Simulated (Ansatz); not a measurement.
Rocksalt PbSe, relaxed with r2SCAN in the PAW code Ansatz: the symmetry is Fm-3m (No. 225, cubic); conventional cell a = 6.177 Å, 29.47 Å³ an atom. Pb has 6 Se at 3.09 Å; Se has 6 Pb at 3.09 Å. The primitive cell holds 2 atoms in 58.93 Å³. No spin polarisation and no zero-point or thermal motion.

Computed values: HSE06 (6×6×6) gives a least gap of 0.79 eV, direct. r2SCAN's ε∞ is 17.02.

(1) What is the density?

(2) At what wavelength does absorption set in by HSE06, excitons left aside?

(3) What refractive index and reflectivity at normal incidence follow, below the gap and above the phonons?

Answers

(1) The cell holds 1 Pb, 1 Se: M = 1×207.200 + 1×78.971 = 286.17 u in V = 58.93 Å³. ρ = 1.66054 × M/V = 1.66054 × 286.17/58.93 = 8.064 g/cm³, for the static r2SCAN lattice.

(2) λ = 1239.84 eV nm/E: 1569 nm for the least gap. That lies in the infrared.

(3) n = √17.02 = 4.126; R = ((n − 1)/(n + 1))² = (3.126/5.126)² = 37.2 % a face.

Spin-orbit coupling is left out; in compounds of Pb, Bi, Tl or Hg it can lower a gap by up to about 1 eV, split its edges or invert the bands.

The meshes of the hybrids are coarse, so their gaps aren't converged to the digits shown.
